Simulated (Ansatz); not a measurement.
# 2H-CrOSe monolayer in a perpendicular field

Wanted: the out-of-plane response of the 2H-CrOSe monolayer. A positive field points along +c.

Calculated with Ansatz 0.2.0; plane-wave DFT, PBE-D3(BJ), Ansatz PAW.

## Step 1: The starting structure

The cell holds 3 atoms: 1 Se, 1 Cr and 1 O. Cell: a = 2.927 Å, b = 2.927 Å, c = 36.437 Å, α = 90.0°, β = 90.0°, γ = 120.0°. Vacuum lies along c.

## Step 2: Relaxing the slab

The starting cell is a guess, so the in-plane lattice and the atoms are relaxed first, with the slab cut off from its images along the normal.

Input file input.yaml:

```yaml
crystal:
  lattice:
    - [2.926782, 0.0, 0.0]
    - [-1.463391, 2.5346675633, 0.0]
    - [0.0, 0.0, 36.4374756385]
  atoms:
    - { symbol: Se, position: [0.3333333333, 0.6666666667, 0.4624359867] }
    - { symbol: Cr, position: [0.0, 0.0, 0.511915582] }
    - { symbol: O, position: [0.3333333333, 0.6666666667, 0.5375640133] }
  periodic: [true, true, false]
kpoints:
  mp_grid: { grid: [12, 12, 1] }
hamiltonian:
  xc: pbe
  dispersion: d3bj
scf:
  occupations: { method: fermi_dirac, width: 0.05 }
  convergence: { dr2_threshold: 1.0e-09 }
relax:
  f_tol: 0.004
  max_steps: 90
  cell: {}
output:
  write_potential: true
  write_density: true
  volumetric_format: npy
```

The run is started by

```bash
ansatz run input.yaml --threads 2 --pin off --max-ram 3072MiB --backend cpu --events-out ev --progress --plain --runs-dir out
```

Numbers of over 12 decimals in the logs are rounded to 6 here.

The log of the run:

```text
Warning: relax.cell: scf.convergence.dr2_threshold = 1e-9 eV is looser than the 1.84907497891e-10 eV advised for a relaxation that steers and ends on the stress (1e-10 eV for each atom of the cell: 3, times the square of relax.cell.stress_2d_tol = 0.05 N/m over 12.7 Å (the atoms' height at the walk's start and 5 Å past either face), 3.925e-2 GPa, over a crystal's default 0.05). What an SCF threshold leaves in a stress goes as its square root, and in the free energy as the threshold itself, and one threshold admits the most on a small cell: [figures from the program's tests cut] Set scf.convergence.dr2_threshold to 1.84907497891e-10 eV or tighter. [rest of the remark cut]
Engine: ansatz 0.2.0, x86_64-unknown-linux-gnu
Pseudopotentials: kind: paw
Pseudopotential: Se, paw, valence charge 16, recommended cutoff 420 eV (normal), Se.paw.azcp
Pseudopotential: Cr, paw, valence charge 14, recommended cutoff 420 eV (normal), Cr.paw.azcp
Pseudopotential: O, paw, valence charge 6, recommended cutoff 420 eV (normal), O.paw.azcp
Functional definition: PBE
  parameter kappa = 0.804
  parameter beta = 0.066725
  exchange = pbe_x(kappa = kappa, mu = beta*pi^2/3)
  correlation = pbe_c(beta = beta)
Crystal: 3 atoms, lattice volume = 270.308 Å³
Basis set: ecut = 420 eV, 5221 PW (Γ), exchange–correlation on 40×40×500 points (8 copies of the dense FFT grid, shifted against one another)
Bands: 22, of which v1, the nominal top of the filled ones, is band 18 counted from 1 (17 counted from 0)
Symmetry: 6 space group operations
Space group: P3m1 (ITA 156), of the structure as read, at distance tolerance 6.5e-5 Å
k-points: 19 of 144 (time reversal used)
Non-local potential: Se, projectors of the file, l = 0: 2, l = 1: 2, l = 2: 3, l = 3: 1
Non-local potential: Cr, projectors of the file, l = 0: 3, l = 1: 2, l = 2: 3, l = 3: 1
Non-local potential: O, projectors of the file, l = 0: 2, l = 1: 2, l = 2: 1
PAW form: soft (Blöchl's): semilocal exchange-correlation on the pseudo side does not see the compensation charge
PAW one-centre angular grid: Se, 590 points (default); XC on 64 Gauss nodes
PAW one-centre angular grid: Cr, 590 points (default); XC on 64 Gauss nodes
PAW one-centre angular grid: O, 110 points (default); XC on 64 Gauss nodes
Initial density: superposition of atomic densities (neutral atoms: chi_scale 0, normalization atom), corrected by the library's trained network
Initial wavefunctions: pseudopotential atomic-orbital guess
Functional: x = pbe(κ = 0.804, μ = 0.219515), c = pbe(β = 0.066725)
SCF iter   1: F=—  HF=-9415.118871 eV  |F-HF|=—  |Δ(HF+E_count)|=         —  Δρ=6.97e-3  dr2=3.54e-1  ethr=1.77e-3  ⟨swp⟩=14.1  Hψ=3217  notcnv=0
preconditioner: auto → LDOS  [metal: Δε(μ)=0.066 eV  Ē_g=8.137 eV  σ=0.050 eV  W_gap=0.30  n_scr=22 (ndim 8)  ℏωp=9.6 eV  f_vac=0.828  D(μ)=2.48/eV (n_scr^D=14)  β→1.0]
SCF iter   2: F=—  HF=-9415.107059 eV  |F-HF|=—  |Δ(HF+E_count)|=   1.18e-2  Δρ=5.29e-3  dr2=1.97e-1  ethr=9.83e-4  ⟨swp⟩=3.1  Hψ=783  notcnv=0
SCF iter   3: F=—  HF=-9415.093971 eV  |F-HF|=—  |Δ(HF+E_count)|=   1.31e-2  Δρ=1.06e-3  dr2=4.35e-3  ethr=5.48e-4  ⟨swp⟩=2.8  Hψ=623  notcnv=0
SCF iter   4: F=—  HF=-9415.093351 eV  |F-HF|=—  |Δ(HF+E_count)|=   6.20e-4  Δρ=2.13e-4  dr2=7.77e-5  ethr=1.21e-5  ⟨swp⟩=3.2  Hψ=870  notcnv=0
SCF iter   5: F=—  HF=-9415.093533 eV  |F-HF|=—  |Δ(HF+E_count)|=   1.83e-4  Δρ=6.60e-5  dr2=1.87e-5  ethr=2.16e-7  ⟨swp⟩=3.6  Hψ=991  notcnv=0
SCF iter   6: F=—  HF=-9415.093542 eV  |F-HF|=—  |Δ(HF+E_count)|=   8.81e-6  Δρ=1.90e-5  dr2=4.69e-7  ethr=5.18e-8  ⟨swp⟩=3.2  Hψ=698  notcnv=0
SCF iter   7: F=—  HF=-9415.093521 eV  |F-HF|=—  |Δ(HF+E_count)|=   2.13e-5  Δρ=6.34e-6  dr2=1.10e-7  ethr=1.30e-9  ⟨swp⟩=3.7  Hψ=975  notcnv=0
SCF iter   8: F=—  HF=-9415.093522 eV  |F-HF|=—  |Δ(HF+E_count)|=   5.96e-7  Δρ=1.84e-6  dr2=6.42e-9  ethr=3.04e-10  ⟨swp⟩=2.9  Hψ=706  notcnv=0
SCF iter   9: F=-9415.093522 eV  HF=-9415.093522 eV  |F-HF|=2.63e-8  |Δ(HF+E_count)|=   1.37e-7  Δρ=2.91e-7  dr2=1.22e-10  ethr=2.78e-12  ⟨swp⟩=12.5  Hψ=3329  notcnv=0
SCF 1 converged in 9 iterations: F = -9415.093522 eV  dr2 = 1.22e-10
  greatest PAW one-centre occupation: 1.000 electrons in one spin orbital (limit 2), on the Cr atom at site 1 (counted from 0), in its partial waves of l = 0
relax step   1: F+E_penalty+E_count = -9415.09352173 eV  Δ(F+E_penalty+E_count) = +0.000e0 eV  max|allowed force component| = 7.040e-1 eV/Å  Δτ_max = 0.0000 Å  P = -1.113 N/m  Ω = 270.308 Å³  fix = [c, alpha, beta]  reactions: c -0.000 N/m  (9 SCF iters, accepted)
Crystal: 3 atoms, lattice volume = 268.638 Å³
Basis set: ecut = 420 eV, 5197 PW (Γ), exchange–correlation on 40×40×500 points (8 copies of the dense FFT grid, shifted against one another)
Initial density: handed on by an earlier stage of this run
Initial wavefunctions: those handed on with the density
iter 1 solved again at ethr=3.05e-5 eV; its pass at ethr=3.10e-3 eV (dr2=1.10e-2 eV) is discarded
SCF iter   1: F=—  HF=-9415.116657 eV  |F-HF|=—  |Δ(HF+E_count)|=         —  Δρ=1.42e-3  dr2=1.10e-2  ethr=3.05e-5  ⟨swp⟩=3.1  Hψ=3061  notcnv=0
preconditioner: auto → LDOS  [metal: Δε(μ)=0.034 eV  Ē_g=8.179 eV  σ=0.050 eV  W_gap=0.17  n_scr=22 (ndim 8)  ℏωp=9.6 eV  f_vac=0.829  D(μ)=1.93/eV (n_scr^D=12)  β→1.0]
SCF iter   2: F=—  HF=-9415.116002 eV  |F-HF|=—  |Δ(HF+E_count)|=   6.54e-4  Δρ=1.01e-3  dr2=6.67e-3  ethr=3.05e-5  ⟨swp⟩=2.6  Hψ=744  notcnv=0
SCF iter   3: F=—  HF=-9415.115527 eV  |F-HF|=—  |Δ(HF+E_count)|=   4.75e-4  Δρ=1.46e-4  dr2=8.15e-5  ethr=1.85e-5  ⟨swp⟩=2.4  Hψ=665  notcnv=0
SCF iter   4: F=—  HF=-9415.115554 eV  |F-HF|=—  |Δ(HF+E_count)|=   2.69e-5  Δρ=1.03e-4  dr2=4.43e-5  ethr=2.26e-7  ⟨swp⟩=3.4  Hψ=935  notcnv=0
SCF iter   5: F=—  HF=-9415.115545 eV  |F-HF|=—  |Δ(HF+E_count)|=   9.34e-6  Δρ=2.11e-5  dr2=1.51e-6  ethr=1.23e-7  ⟨swp⟩=2.7  Hψ=639  notcnv=0
SCF iter   6: F=—  HF=-9415.115512 eV  |F-HF|=—  |Δ(HF+E_count)|=   3.30e-5  Δρ=1.07e-5  dr2=3.75e-7  ethr=4.18e-9  ⟨swp⟩=3.4  Hψ=775  notcnv=0
SCF iter   7: F=—  HF=-9415.115512 eV  |F-HF|=—  |Δ(HF+E_count)|=   4.38e-8  Δρ=3.81e-6  dr2=3.70e-8  ethr=1.04e-9  ⟨swp⟩=2.4  Hψ=646  notcnv=0
SCF iter   8: F=—  HF=-9415.115512 eV  |F-HF|=—  |Δ(HF+E_count)|=   1.57e-7  Δρ=8.90e-7  dr2=1.53e-9  ethr=1.03e-10  ⟨swp⟩=3.3  Hψ=789  notcnv=0
SCF iter   9: F=-9415.115512 eV  HF=-9415.115512 eV  |F-HF|=2.84e-8  |Δ(HF+E_count)|=   1.23e-7  Δρ=2.61e-7  dr2=7.20e-11  ethr=2.78e-12  ⟨swp⟩=11.9  Hψ=3250  notcnv=0
SCF 2 converged in 9 iterations: F = -9415.115512 eV  dr2 = 7.20e-11
relax step   2: F+E_penalty+E_count = -9415.11551226 eV  Δ(F+E_penalty+E_count) = -2.199e-2 eV  max|allowed force component| = 4.797e-1 eV/Å  Δτ_max = 0.0250 Å  P = -0.114 N/m  Ω = 268.638 Å³  energy of the carried Pulay correction = +5.278e-4 eV  fix = [c, alpha, beta]  reactions: c -0.000 N/m  (9 SCF iters, accepted)
Crystal: 3 atoms, lattice volume = 266.339 Å³
Basis set: ecut = 420 eV, 5185 PW (Γ), exchange–correlation on 40×40×500 points (8 copies of the dense FFT grid, shifted against one another)
iter 1 solved again at ethr=4.46e-5 eV; its pass at ethr=3.10e-3 eV (dr2=1.60e-2 eV) is discarded
SCF iter   1: F=—  HF=-9415.126833 eV  |F-HF|=—  |Δ(HF+E_count)|=         —  Δρ=1.84e-3  dr2=1.61e-2  ethr=4.46e-5  ⟨swp⟩=2.2  Hψ=3251  notcnv=0
preconditioner: auto → LDOS  [metal: Δε(μ)=0.084 eV  Ē_g=8.214 eV  σ=0.050 eV  W_gap=0.40  n_scr=22 (ndim 8)  ℏωp=9.7 eV  f_vac=0.829  D(μ)=1.44/eV (n_scr^D=10)  β→1.0]
SCF iter   2: F=—  HF=-9415.126530 eV  |F-HF|=—  |Δ(HF+E_count)|=   3.02e-4  Δρ=1.91e-3  dr2=1.83e-2  ethr=4.46e-5  ⟨swp⟩=2.4  Hψ=769  notcnv=0
SCF iter   3: F=—  HF=-9415.124336 eV  |F-HF|=—  |Δ(HF+E_count)|=   2.19e-3  Δρ=3.90e-4  dr2=4.01e-4  ethr=4.46e-5  ⟨swp⟩=2.8  Hψ=740  notcnv=0
SCF iter   4: F=—  HF=-9415.124276 eV  |F-HF|=—  |Δ(HF+E_count)|=   6.02e-5  Δρ=1.19e-4  dr2=1.01e-4  ethr=1.11e-6  ⟨swp⟩=3.3  Hψ=782  notcnv=0
SCF iter   5: F=—  HF=-9415.124284 eV  |F-HF|=—  |Δ(HF+E_count)|=   8.24e-6  Δρ=4.12e-5  dr2=7.81e-6  ethr=2.80e-7  ⟨swp⟩=2.6  Hψ=590  notcnv=0
SCF iter   6: F=—  HF=-9415.124296 eV  |F-HF|=—  |Δ(HF+E_count)|=   1.16e-5  Δρ=1.68e-5  dr2=7.31e-7  ethr=2.17e-8  ⟨swp⟩=3.1  Hψ=763  notcnv=0
SCF iter   7: F=—  HF=-9415.124254 eV  |F-HF|=—  |Δ(HF+E_count)|=   4.12e-5  Δρ=6.29e-6  dr2=1.30e-7  ethr=2.03e-9  ⟨swp⟩=3.2  Hψ=814  notcnv=0
SCF iter   8: F=—  HF=-9415.124255 eV  |F-HF|=—  |Δ(HF+E_count)|=   7.25e-8  Δρ=1.63e-6  dr2=7.83e-9  ethr=3.60e-10  ⟨swp⟩=3.0  Hψ=709  notcnv=0
SCF iter   9: F=-9415.124255 eV  HF=-9415.124255 eV  |F-HF|=5.06e-8  |Δ(HF+E_count)|=   3.50e-8  Δρ=4.24e-7  dr2=2.95e-10  ethr=2.78e-12  ⟨swp⟩=12.7  Hψ=3465  notcnv=0
SCF 3 converged in 9 iterations: F = -9415.124255 eV  dr2 = 2.95e-10
relax step   3: F+E_penalty+E_count = -9415.12425460 eV  Δ(F+E_penalty+E_count) = -8.742e-3 eV  max|allowed force component| = 1.081e-1 eV/Å  Δτ_max = 0.0232 Å  P = +0.618 N/m  Ω = 266.339 Å³  energy of the carried Pulay correction = +1.259e-3 eV  fix = [c, alpha, beta]  reactions: c +0.000 N/m  (9 SCF iters, accepted)
[...]
relax step   4: F+E_penalty+E_count = -9415.12482655 eV  Δ(F+E_penalty+E_count) = -5.719e-4 eV  max|allowed force component| = 1.166e-2 eV/Å  Δτ_max = 0.0043 Å  P = -0.040 N/m  Ω = 267.514 Å³  energy of the carried Pulay correction = +8.845e-4 eV  fix = [c, alpha, beta]  reactions: c -0.000 N/m  (8 SCF iters, accepted)
[...]
relax step   5: F+E_penalty+E_count = -9415.12484678 eV  Δ(F+E_penalty+E_count) = -2.023e-5 eV  max|allowed force component| = 1.863e-4 eV/Å  Δτ_max = 0.0006 Å  P = -0.002 N/m  Ω = 267.477 Å³  energy of the carried Pulay correction = +8.966e-4 eV  fix = [c, alpha, beta]  reactions: c -0.000 N/m  (6 SCF iters, accepted)
Initial wavefunctions: pseudopotential atomic-orbital guess (no wavefunctions were taken with the density)
iter 1 solved again at ethr=2.55e-7 eV; its pass at ethr=3.10e-3 eV (dr2=9.18e-5 eV) is discarded
SCF iter   1: F=—  HF=-9415.124020 eV  |F-HF|=—  |Δ(HF+E_count)|=         —  Δρ=2.60e-5  dr2=3.33e-7  ethr=2.55e-7  ⟨swp⟩=5.8  Hψ=4935  notcnv=0
SCF iter   2: F=—  HF=-9415.123991 eV  |F-HF|=—  |Δ(HF+E_count)|=   2.93e-5  Δρ=1.76e-5  dr2=8.10e-7  ethr=9.26e-10  ⟨swp⟩=4.3  Hψ=1148  notcnv=0
SCF iter   3: F=—  HF=-9415.123990 eV  |F-HF|=—  |Δ(HF+E_count)|=   8.89e-8  Δρ=4.00e-6  dr2=6.37e-8  ethr=9.26e-10  ⟨swp⟩=2.9  Hψ=668  notcnv=0
SCF iter   4: F=—  HF=-9415.123991 eV  |F-HF|=—  |Δ(HF+E_count)|=   2.29e-7  Δρ=7.20e-7  dr2=2.28e-9  ethr=1.77e-10  ⟨swp⟩=2.9  Hψ=669  notcnv=0
SCF iter   5: F=-9415.123991 eV  HF=-9415.123991 eV  |F-HF|=7.31e-9  |Δ(HF+E_count)|=   2.41e-8  Δρ=1.27e-7  dr2=5.46e-11  ethr=2.78e-12  ⟨swp⟩=15.6  Hψ=3572  notcnv=0
SCF 6 converged in 5 iterations: F = -9415.123991 eV  dr2 = 5.46e-11
relax step   6: F+E_penalty+E_count = -9415.12399070 eV  Δ(F+E_penalty+E_count) = +8.561e-4 eV  max|allowed force component| = 2.383e-4 eV/Å  Δτ_max = 0.0000 Å  P = -0.024 N/m  Ω = 267.477 Å³  fix = [c, alpha, beta]  reactions: c -0.000 N/m  stress off target by 2.45e-2 N/m on what of the cell is left free  SCF on the basis re-selected at this cell (its energy is not comparable with the rows above)  (5 SCF iters)
basis re-selected at this cell: Δ(F+E_penalty+E_count) = +8.561e-4 eV, ΔP = -0.023 N/m vs the last step (what re-selecting the basis moved, of the pressure what is left beyond the Pulay correction that the steps carried, after the strain that the cell walked since its last selection, with what the two solves' SCF thresholds leave and, on support functions, any second-order correction that the steps lacked; it is no m [...]
WARN: The output density's exchange-correlation potential varies sharply where the density is thin. Do not read a vacuum level from v_tot or v_xc, or from such a field of the output density. On a cell that repeats whose density bears no net charge and no dipole along the vacuum's axis use v_es (v_loc + v_h of the components); under efield.dipole_correction with no amplitude use v_es + v_field, which holds any externa [...]
SCF converged after 5 iterations
Free energy (F): -9415.123991 eV
Harris-Foulkes:  -9415.123991 eV  (|F-HF|=7.31e-9)
Internal energy: -9415.111619 eV  (E = F + TS)
E sigma→0 (E₀):  -9415.117805 eV
Entropy (-TS):   -0.012372 eV (-4.124 meV/atom)
Fermi energy:    -5.189399 eV
--- Per-component energies (eV) ---
  E_band       = -1206.245430
  E_kinetic    = 636.510050
  E_local      = -128133.613497  (includes V_loc(G=0)·N_el)
  E_nonlocal   = -469.563242
  E_hartree    = 63592.639245
  E_xc         = -318.194524
  E_vxc        = -371.225962  (∫ρ·V_xc dr)
  E_paw        = -3262.743274  (= ΣΔE_a)
  E_vpaw       = -53.633354  (= ΣTr[D̂ρ^β])
  E_aug_tail   = 0.002292  (compensation charges beyond the density's cutoff)
  E_ewald      = 58540.494597
  E_disp       = -0.643266  (pairwise vdW)
  E_smearing   = -0.012372  (= −TS)
  E_closure    = -0.000000  (closes the sum)
  Σ components = -9415.123991   (vs F -9415.123991, Δ=0.00e0)
--- Forces (eV/Å), atoms counted from 1 ---
  atom   1  Se     0.00000000    -0.00000000    -0.00023738
  atom   2  Cr    -0.00000000     0.00000000     0.00009985
  atom   3  O      0.00000000    -0.00000000     0.00014035
  max |Σ_I F_I| component: 2.83e-6 eV/Å
--- 2D stress c σ (N/m, compression-positive) ---
       -0.024467       0.000000      -0.000000
       -0.000000      -0.024467      -0.000000
       -0.000000      -0.000000      -0.000000
  P = ½ c Tr σ = -0.0245 N/m
--- Band table (eV; the first three rows and the last of 19) ---
  k-point 0: bands = [... 14 lower, -9.2076, -6.5841, -6.5841, -4.9719, -3.5989, -3.5989, -2.1247, -2.1247]
  k-point 1: bands = [... 14 lower, -9.0640, -6.7880, -6.6594, -5.0801, -3.6634, -3.5728, -2.8473, -2.2923]
  k-point 2: bands = [... 14 lower, -8.7879, -7.5471, -6.8191, -5.4404, -4.1558, -3.6177, -3.5383, -2.5880]
  k-point 18: bands = [... 14 lower, -10.0375, -9.5997, -7.7824, -6.3782, -5.2385, -4.1299, -3.6795, -3.0388]
  the weakly bound empty levels are not read free of the cell's end (no_gap_told)
--- Relaxed structure (5 steps of the walk, 5 accepted, 1 SCFs on fresh bases) ---
  F+E_penalty+E_count = -9415.12399070 eV   max|allowed force component| = 2.383e-4 eV/Å   (the final SCF, on the basis selected at the relaxed cell)
  cell:  # Å, volume = 267.4765 Å³
    - [2.911410, 0, 0]
    - [-1.455705, 2.521355, 0]
    - [0, 0, 36.4374756385]
  atoms:
    - { symbol: Se, position: [0.333333, 0.666667, 0.463361] }
    - { symbol: Cr, position: [-1.5770667009065215e-18, -3.700743415524894e-17, 0.510775] }
    - { symbol: O, position: [0.333333, 0.666667, 0.537780] }
```

Run time: 20 s. Hardware: 2 threads of AMD EPYC 9R14 (Zen 4), shared host; peak memory 0.6 GiB; 39 s of CPU time.

This run has no spin polarisation, although Cr can carry a moment.

Step by step:

| step | energy less that of the first step (eV) | largest force component (eV/Å) | volume (Å³) |
| --- | --- | --- | --- |
| 1 | 0.0000 | 0.7040 | 270.31 |
| 2 | -0.0220 | 0.4797 | 268.64 |
| 3 | -0.0307 | 0.1081 | 266.34 |
| 4 | -0.0313 | 0.0117 | 267.51 |
| 5 | -0.0313 | 0.0002 | 267.48 |
| 6* | -0.0305 | 0.0002 | 267.48 |

Relaxation steps marked * repeat the geometry before them on a plane-wave basis chosen anew for their cell, so energy and pressure can jump there.

The run keeps the 6 symmetry operations that it works with, so distortions that break them were not tested.

| cell as run | before | after | change |
| --- | --- | --- | --- |
| a (Å) | 2.927 | 2.911 | -0.5 % |
| b (Å) | 2.927 | 2.911 | -0.5 % |

The atoms that moved most (Å, along periodic axes as changes of fractional coordinates times the final cell, across vacuum about the mean position):

| atom | dx | dy | dz | length |
| --- | --- | --- | --- | --- |
| Cr2 | 0.000 | 0.000 | -0.042 | 0.042 |
| Se1 | 0.000 | 0.000 | 0.034 | 0.034 |
| O3 | 0.000 | 0.000 | 0.008 | 0.008 |

Final coordinates:

```xyz
3
Lattice="2.9114 0.0000 0.0000 -1.4557 2.5214 0.0000 0.0000 0.0000 36.4375" Properties=species:S:1:pos:R:3
Se    0.0000    1.6809   16.8837
Cr    0.0000    0.0000   18.6113
O     0.0000    1.6809   19.5953
```

Numbers from this step:

| Item | Value |
| --- | --- |
| energy at zero smearing | -9415.1178 eV |

The lattice constant a goes from 2.927 to 2.911 Å.

(Part 1 of 2 ends here.)

[Logs are printed without paths, hosts, clocks, repeated set-up lines and the standing remarks that a program may print on its own settings, such as how far it seeks lower states.]

[Hosts, paths, dates, database ids (printed as entryN), source tags and the programs' standing remarks are cut or masked in the printed files.]

[Maps of the electrostatic potential energy from Ansatz leave out the sawtooth potential of an applied field or a dipole correction, so their vacuum need not be flat; planar profiles and work functions include it.]
